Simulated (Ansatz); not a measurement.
Method: DFT PBE, scalar-relativistic, plane waves, PAW (Ansatz 0.2.0). Settings: cutoff 420 eV, Γ-centred meshes spaced at most about 0.3 Å⁻¹, and about 0.25 Å⁻¹ or finer for metals (2π included), Gaussian smearing. No spin polarisation.

Temperature and zero-point effects are left out.

Question: Which of these relaxed structures of Al5Cu3 is the lowest in energy?
A.

```
Al Cu
1.0
     3.91667    0.00000    0.00000
     0.00000    3.91667    0.00000
     0.00000    0.00000    7.53144
Al Cu
5 3
Direct
  0.00000 0.50000 0.26623
  0.00000 0.50000 0.73377
  0.50000 0.00000 0.26623
  0.50000 0.00000 0.73377
  0.00000 0.00000 0.00000
  0.00000 0.00000 0.50000
  0.50000 0.50000 0.00000
  0.50000 0.50000 0.50000
```

B.

```
Al Cu
1.0
    -2.76073    2.76073    3.78448
     2.76073   -2.76073    3.78448
     2.76073    2.76073   -3.78448
Al Cu
5 3
Direct
  0.50000 0.50000 0.50000
  0.00000 0.00000 0.50000
  0.50000 0.00000 0.00000
  0.00000 0.50000 0.00000
  0.00000 0.00000 0.00000
  0.50000 0.00000 0.50000
  0.00000 0.50000 0.50000
  0.50000 0.50000 0.00000
```

C.

```
Al Cu
1.0
     2.06032    1.18953    8.36734
    -2.06032    1.18953    8.36734
     0.00000   -2.37906    8.36734
Al Cu
5 3
Direct
  0.80047 0.80047 0.80047
  0.19953 0.19953 0.19953
  0.00000 0.00000 0.00000
  0.40395 0.40395 0.40395
  0.59605 0.59605 0.59605
  0.50000 0.50000 0.50000
  0.30157 0.30157 0.30157
  0.69843 0.69843 0.69843
```

Answer: C. The next of these, A, lies 102 meV/atom higher. Forms: C R-3m; A P4/mmm; B I4/mmm. Counting all near atoms (those within 1.25 times the shortest distance at each site; a plus sign parts nearer from farther groups; a slash parts the counts of unlike sites): C has Al 4+6/5+6/6+6, Cu 8/8+3; A has Al 12, Cu 12; B has Al 12, Cu 12. All come from invented guesses.

The k mesh leaves some 4 meV/atom of noise in the energy of each metallic cell. Cells relaxed within their symmetry can be saddle points. Some structure types and database cells were kept out of the candidates from the start, so a known form may be missing.
